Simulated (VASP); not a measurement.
## MoS2 under changes of volume

One of the cells (32.355 Å³/atom); the others are scaled copies at fixed shape and fractional positions:

```
Mo S
1.0
     3.20563    0.00000    0.00000
    -1.60282    2.77616    0.00000
     0.00000    0.00000   21.81405
Mo S
2 4
Direct
  0.33333 0.66667 0.85116
  0.66667 0.33333 0.14884
  0.66667 0.33333 0.77963
  0.33333 0.66667 0.07725
  0.66667 0.33333 0.92275
  0.33333 0.66667 0.22037
```

```yaml
Program: VASP 6.6.1
Functional: PBEsol
Potentials_or_basis: VASP PAW PBE potentials, release 64 (Mo_sv, S)
Cutoff: 520 eV
k_mesh: 10 × 10 × 2
Occupations: fermi-dirac, width 0.05 eV
Spin: no spin polarisation
```

```csv
volume (Å³/atom),energy over the lowest point (meV/atom),gap on the mesh (eV),largest force (eV/Å)
29.817,?,?,?
30.452,3.18,1.45,0.588
31.086,0.00,1.42,0.223
32.355,14.03,1.36,0.446
32.990,29.87,1.33,0.738
33.624,50.76,1.30,1.007
```

What does the run at 29.817 Å³/atom give?

Energy over the lowest point 14.25 meV/atom; gap on the mesh 1.48 eV; largest force 0.983 eV/Å.

Worked out: A Birch-Murnaghan fit of order 3 (a polynomial in V^(-2/3)) to the other rows has its minimum at 31.04 Å³/atom with B0 = V·E''(V) = 88 GPa and B' = 4.4 at fixed shape and positions, which overstates the stiffness. It gives 14.23 meV/atom at 29.817 Å³/atom, against the run's 14.25. A straight line through the other rows of the gap, of slope -1.51 eV per unit of ln V, extrapolates to 1.48 eV, against the run's 1.48.

Energies are extrapolated to zero smearing.

Caveats: the PAW data sets were made with another functional, which shifts forces and pressure a little.

A mesh can miss the band edges. Spin-orbit coupling on Mo is left out.
